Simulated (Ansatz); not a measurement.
SrF2 (fluorite)

```
CELL_PARAMETERS angstrom
      0.00000     2.89532     2.89532
      2.89532     0.00000     2.89532
      2.89532     2.89532     0.00000
ATOMIC_POSITIONS crystal
  Sr 0.00000 0.00000 0.00000
  F  0.25000 0.25000 0.25000
  F  0.75000 0.75000 0.75000
```

Level of theory: r2SCAN (plane waves to 500 eV, PAW, scalar-relativistic; Ansatz, a program for electronic structure). Harmonic phonons by density-functional perturbation theory on a 8×8×8 k mesh, in cm⁻¹; i marks imaginary ones, q is in fractions of the reciprocal vectors of the cell shown, and the three acoustic modes at Γ are left out. The non-analytic (LO-TO) term is not included, so polar modes at Γ have their transverse values. The program warned that its band solver left a few bands short of their tolerance. SrF2 was relaxed with its symmetry unable to fall.

Problem. Does any mode at Γ, L = (0.5, 0.0, 0.0), X = (0.5, 0.5, 0.0) come out imaginary?

Solution. No imaginary mode at these points (lowest 94 cm⁻¹ at L = (0.5, 0.0, 0.0)); other wave vectors were not tested.

Problem. List the wavenumbers at Γ, L = (0.5, 0.0, 0.0), X = (0.5, 0.5, 0.0), with degeneracies.

Solution. 
| q | wavenumbers (cm⁻¹) |
|---|---|
| Γ | 221 (×3), 288 (×3) |
| L = (0.5, 0.0, 0.0) | 94 (×2), 193, 246 (×2), 256 (×2), 277, 313 |
| X = (0.5, 0.5, 0.0) | 128 (×2), 161, 192 (×2), 209, 288 (×2), 355 |
